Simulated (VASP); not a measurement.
# A VASP 6.6.1 single-point calculation on Si

INCAR

```
GGA = PE
ISIF = 2
LCHARG = .FALSE.
ISMEAR = -1
SIGMA = 0.02
LREAL = .FALSE.
NSW = 0
EDIFF = 1E-7
PREC = Accurate
LWAVE = .FALSE.
BMIX = 3
LASPH = .TRUE.
IBRION = -1
NBANDS = 11
NELM = 69
ENCUT = 520
```

KPOINTS

```
KPOINTS created by Atomic Simulation Environment
0
Gamma
8 8 8
0 0 0
```

POSCAR

```
Si
 1.0000000000000000
     0.0000000000000000    2.8310036514000001    2.6414737678000000
     2.8310036514000001    0.0000000000000000    2.6414737678000000
     2.8310036514000001    2.8310036514000001    0.0000000000000000
 Si
   2
Cartesian
  0.0000000000000000  0.0000000000000000  0.0000000000000000
  1.4155018257000000  1.4155018257000000  1.3207368839000000
```

The recommended PBE PAW datasets give the neutral cell 8 valence electrons.

Command

```
mpirun -np 1 vasp_std
```

Q: How does this run end, and what does it give?

A: It converged. Results: gap between bands v and c on the k mesh 0.00 eV; least direct gap on the k mesh 2.07 eV; pressure -3.0 GPa. Band v is the last that the valence electrons fill when counted band by band, and c is the next.

OSZICAR

```
N       E                     dE             d eps       ncg     rms          rms(c)
DAV:   1     0.581989640061E+01    0.58199E+01   -0.32172E+03  1298   0.564E+02
DAV:   2    -0.104031841582E+02   -0.16223E+02   -0.15466E+02  1719   0.800E+01
DAV:   3    -0.109402521173E+02   -0.53707E+00   -0.53509E+00  1694   0.124E+01
DAV:   4    -0.109443959548E+02   -0.41438E-02   -0.41433E-02  1582   0.134E+00
DAV:   5    -0.109444386539E+02   -0.42699E-04   -0.42698E-04  1669   0.131E-01    0.452E+00
DAV:   6    -0.108895900172E+02    0.54849E-01   -0.10501E-02  1492   0.432E-01    0.301E+00
DAV:   7    -0.107918974500E+02    0.97693E-01   -0.96753E-02  1459   0.135E+00    0.116E+00
DAV:   8    -0.107911354436E+02    0.76201E-03   -0.11857E-02  1533   0.602E-01    0.394E-01
DAV:   9    -0.107930153500E+02   -0.18799E-02   -0.32051E-03  1531   0.283E-01    0.216E-01
DAV:  10    -0.107950402153E+02   -0.20249E-02   -0.29646E-03  1447   0.296E-01    0.648E-02
DAV:  11    -0.107951639430E+02   -0.12373E-03   -0.20854E-04  1598   0.909E-02    0.241E-02
DAV:  12    -0.107951631661E+02    0.77691E-06   -0.79536E-06  1487   0.160E-02    0.457E-03
DAV:  13    -0.107951682481E+02   -0.50820E-05   -0.36279E-06  1442   0.135E-02    0.200E-03
DAV:  14    -0.107951686717E+02   -0.42358E-06   -0.17173E-07  1531   0.300E-03    0.446E-04
DAV:  15    -0.107951683905E+02    0.28124E-06   -0.40356E-08  1320   0.127E-03    0.210E-04
DAV:  16    -0.107951684302E+02   -0.39697E-07   -0.25481E-09   739   0.328E-04
   1 F= -.10795168E+02 E0= -.10795094E+02  d E =-.148974E-03
```

Standard output (part)

```
POSCAR found type information on POSCAR Si
 POSCAR found :  1 types and       2 ions
 LDA part: xc-table for (Slater+PW92), standard interpolation
 POSCAR, INCAR and KPOINTS ok, starting setup
 WAVECAR not read
 entering main loop
```

For comparison, a separate PBE run of the intended cell, on usual settings and not on those above, gives a gap of 0.00 eV on its mesh and a pressure of -3.0 GPa.
